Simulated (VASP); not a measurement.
Set up this calculation in VASP 6.6.1, as the native input.

| Quantity | Value |
| --- | --- |
| Task | single point |
| Functional | PBE |
| Potentials or basis | VASP PAW PBE potentials, release 64 (Rb_sv) |
| Cutoff | 520 eV |
| k mesh | 7 × 7 × 7 |
| Occupations | gaussian, width 0.05 eV |
| Spin | no spin polarisation |
| Further INCAR settings | ALGO = Normal; EDIFF = 1e-07 |

The structure of Rb lies in POSCAR:

```
Rb
1.0
   -2.8025000000      2.8025000000      2.8025000000
    2.8025000000     -2.8025000000      2.8025000000
    2.8025000000      2.8025000000     -2.8025000000
Rb
1
Cartesian
    0.0000000000      0.0000000000      0.0000000000
```

One way to write it, as run:

INCAR

```
SYSTEM = Rb
PREC = Accurate ; ENCUT = 520
EDIFF = 1E-7 ; ISMEAR = 0
SIGMA = 0.05 ; LREAL = .False.
LASPH = .True. ; NELM = 60
ALGO = Normal ; ISIF = 2
LWAVE = .False. ; LCHARG = .False.
GGA = PE
```

KPOINTS

```
regular mesh
0
Gamma
  7 7 7
  0 0 0
```

Potentials or basis: VASP PAW PBE potentials, release 64 (Rb_sv).

Run with:

```sh
$ cat potpaw_PBE.64/Rb_sv/POTCAR > POTCAR
$ mpirun -np 1 vasp_std > vasp.out
```

Results of the run:

The pressure is 0.1 GPa. The band gap on the k mesh is none (metal or under the smearing width).

Wall time 7.7 s on 1 thread of AMD EPYC 9R45 (Zen 5), on a shared host, peak memory 0.17 GiB.
